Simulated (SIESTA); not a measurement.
**Cu2O (Cuprite): band structure with RPBE**

**What was measured.**

“Importance of surface oxygen vacancies for ultrafast hot carrier relaxation and transport in Cu2O”, 2021, arxiv:2103.03167 quotes, for a bulk crystal of Cu2O: band gap 2.17 eV (direct).

The system is Cu2O (Cuprite).

```xyz
6
Lattice="4.2600 0.0000 0.0000 0.0000 4.2600 0.0000 0.0000 0.0000 4.2600" Properties=species:S:1:pos:R:3 pbc="T T T"
Cu    3.1950    1.0650    3.1950
Cu    3.1950    3.1950    1.0650
Cu    1.0650    3.1950    3.1950
Cu    1.0650    1.0650    1.0650
O     2.1300    2.1300    2.1300
O     0.0000    0.0000    0.0000
```

| Quantity | Value |
| --- | --- |
| Program | SIESTA 5.4.2 |
| Task | band structure |
| Functional | RPBE |
| Potentials or basis | PseudoDojo 0.4 standard (PBE files) |
| Basis | DZP (energy shift 0.003 Ry; two zetas on semicore shells) |
| Grid cutoff | 800 Ry |
| Energy shift | 0.003 Ry |
| k mesh | 6 × 6 × 6 |
| Occupations | fermi-dirac, width 0.05 eV |
| Spin | no spin polarisation |

The pressure is 8.7 GPa and the band gap on the k mesh is 0.49 eV, direct. The band gap along the path is 0.49 eV, direct.

Levels at the corners of the path, in eV from the valence-band top:
```
point  band 40  band 41  band 42  band 43  band 44  band 45  band 46  band 47  band 48  band 49
    Γ    -1.53    -1.53     0.00     0.00     0.00     0.49     1.24     1.24     8.58     8.58
    X    -1.66    -1.23    -1.23    -0.41    -0.41     2.27     2.27     4.35     4.35     7.93
    M    -1.50    -1.24    -1.24    -0.68    -0.68     1.98     1.98     3.88     3.88     7.75
    Γ    -1.53    -1.53     0.00     0.00     0.00     0.49     1.24     1.24     8.58     8.58
    R    -1.58    -1.12    -0.56    -0.56    -0.56     2.52     2.52     2.52     5.05     5.05
    X    -1.66    -1.23    -1.23    -0.41    -0.41     2.27     2.27     4.35     4.35     7.93
    M    -1.50    -1.24    -1.24    -0.68    -0.68     1.98     1.98     3.88     3.88     7.75
    R    -1.58    -1.12    -0.56    -0.56    -0.56     2.52     2.52     2.52     5.05     5.05
```

Wall time 96 s on 1 thread of Intel(R) Xeon(R) Platinum 8488C (Sapphire Rapids), on a shared host, peak memory 0.51 GiB.

Measured gap of Cu2O: 2.17 eV (direct; quoted in “Importance of surface oxygen vacancies for ultrafast hot carrier relaxation and transport in Cu2O”, 2021, arxiv:2103.03167). This calculation gives 0.49 eV (-1.68 eV). So large a miss can be the level of theory's own, or it may mean another phase, state or a wrong row. The value is that of RPBE in an atomic basis (PseudoDojo 0.4 standard (PBE files), DZP (energy shift 0.003 Ry; two zetas on semicore shells)), whose error adds to the functional's,, without temperature or zero-point motion. Semilocal functionals fall short of measured gaps as a rule.

Caveat: short orbitals over semicore shells can move pressures by several GPa; the potentials were made for another functional, which shifts forces and pressure; the basis of atomic orbitals isn't converged, which shifts pressures, moduli and gaps.
